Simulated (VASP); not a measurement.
Set up this calculation in VASP 6.6.1, as the native input.

| Item | Value |
| --- | --- |
| Task | relaxation of cell and atoms |
| Functional | r2SCAN |
| Dispersion | D4 |
| Potentials or basis | VASP PAW PBE potentials, release 64 (Ni) |
| Cutoff | 600 eV |
| k mesh | 13 × 13 × 13 |
| Occupations | methfessel-paxton, width 0.1 eV |
| Spin | collinear spin, ferromagnetic start |
| Starting moments | [1.0] μB |
| Further INCAR settings | ALGO = Normal; EDIFF = 1e-06; IBRION = 2; EDIFFG = -0.02; NSW = 40; ISIF = 3 |

The structure of Ni lies in POSCAR:

```
Ni
1.0
    0.0000000000      1.7375729330      1.7375729330
    1.7375729330      0.0000000000      1.7375729330
    1.7375729330      1.7375729330      0.0000000000
Ni
1
Direct
    0.0000000000      0.0000000000      0.0000000000
```

These files were run (other wordings do the same):

INCAR

```
SYSTEM = Ni
  ALGO = Normal
  EDIFF = 1E-6
  EDIFFG = -0.02
  ENCUT = 600
  IBRION = 2
  ISIF = 3
  ISMEAR = 1
  ISPIN = 2
  IVDW = 13
  LASPH = .TRUE.
  LCHARG = .FALSE.
  LMAXMIX = 4
  LMIXTAU = .TRUE.
  LORBIT = 11
  LREAL = .FALSE.
  LWAVE = .FALSE.
  MAGMOM = 1
  METAGGA = R2SCAN
  NELM = 120
  NSW = 40
  PREC = Accurate
  SIGMA = 0.1
  VDW_A1 = 0.51559235
  VDW_A2 = 5.77342911
  VDW_S6 = 1.0
  VDW_S8 = 0.6018749
```

KPOINTS

```
k-points
0
G
  13 13 13
  0 0 0
```

Potentials or basis: VASP PAW PBE potentials, release 64 (Ni).

Run with:

```bash
$ cat potpaw_PBE.64/Ni/POTCAR > POTCAR
$ mpirun -np 1 vasp_std > vasp.out
```

Results of the run:

* Relaxed volume: 10.39 Å³/atom
* Relaxed cell: a = 2.449 Å, b = 2.449 Å, c = 2.449 Å, α = 60.00°, β = 60.00°, γ = 60.00°
* Space group after relaxing (to 0.05 Å): Fm-3m (No. 225)
* Energy gained by relaxing: 0.7 meV/atom
* Ionic steps: 3
* Pressure after relaxing: 0.2 GPa
* Band gap on the k mesh: none (metal or under the smearing width)
* Net moment: 0.66 μB per cell
* Site moments: Ni +0.67 μB
* Valence electrons inside the program's atomic spheres: Ni 9.43
* Dispersion energy per atom: -0.163 eV

Caveat: the PAW data sets were made with another functional, which shifts forces and pressure a little; pairwise dispersion overbinds metals, which lowers pressure and volume.

Wall time 2 min on 1 thread of Intel(R) Xeon(R) Platinum 8559C (Emerald Rapids) (shared host), peak memory 0.15 GiB.
